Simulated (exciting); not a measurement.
The system is InP.

```
In P
1.0
     0.00000    2.93050    2.93050
     2.93050    0.00000    2.93050
     2.93050    2.93050    0.00000
In P
1 1
Cartesian
  0.0000 0.0000 0.0000
  4.3957 4.3957 4.3957
```

Base run:

- Program: exciting (release sodium)
- Functional: PBE
- Potentials or basis: all-electron LAPW+lo, shipped species files, valence relativity iora*
- rgkmax: 7.8
- k mesh: 8 × 8 × 8
- Occupations: fermi-dirac, width 0.05 eV
- Spin: no spin polarisation

Its results: band gap on the k mesh 0.71 eV, direct.

Question: After a change of settings the same cell gave: band gap on the k mesh 0.48 eV, direct. Which change was it?
A. functional from PBE to LDA
B. k mesh from 8 × 8 × 8 to 6 × 6 × 6; spin from no spin polarisation to spin-orbit coupling, no magnetisation
C. occupations from fermi-dirac, width 0.05 eV to gaussian, width 0.011 eV

Answer: A.

Caveats: spin-orbit coupling is left out, which moves the levels of the heavy elements; the tetrahedron DOS on this energy grid can lose part of the weight of narrow d or f bands (some runs).

Not every run made on this cell is shown here.
